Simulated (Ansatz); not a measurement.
```cif
data_structure
_symmetry_space_group_name_H-M 'P 1'
_symmetry_Int_Tables_number 1
_cell_length_a 4.0314
_cell_length_b 4.0314
_cell_length_c 4.0314
_cell_angle_alpha 60.000
_cell_angle_beta 60.000
_cell_angle_gamma 60.000
_cell_volume 46.33
loop_
_atom_site_label
_atom_site_type_symbol
_atom_site_fract_x
_atom_site_fract_y
_atom_site_fract_z
_atom_site_occupancy
Cd1 Cd 0.00000 0.00000 0.00000 1
S1 S 0.25000 0.25000 0.25000 1
```

RPA correlation and exact exchange on PBE orbitals, hand-made PAW set at its accurate level (Ansatz); 4×4×4 mesh, wave cutoff 620 eV, correlation extrapolated to infinite response cutoff from cutoffs up to 280 eV, 26 electrons, all correlated, 317 empty bands, long-wavelength term: optical limit. The band count ends below the top response cutoff.

The cell is then scaled evenly to 1.128 times this volume.

Energy change of the cell: PBE -0.137 eV (mean pressure +3.7 GPa).

What change follows for the Hartree-Fock expression on these orbitals, RPA correlation and the RPA total?

The Hartree-Fock expression on these orbitals: -0.251 eV (mean pressure +6.8 GPa). RPA correlation: +0.206 eV (mean pressure -5.6 GPa). The RPA total: -0.046 eV (mean pressure +1.2 GPa).

The program warned that its long-wavelength term hit its cap. This ran on a trial build of the method. The cell is a model at fixed atoms and needn't be the relaxed known crystal. Spin-orbit coupling is left out. The correlation step scatters with the plane-wave count, here by about 0.01 eV. The mesh is coarse, so these steps aren't converged.
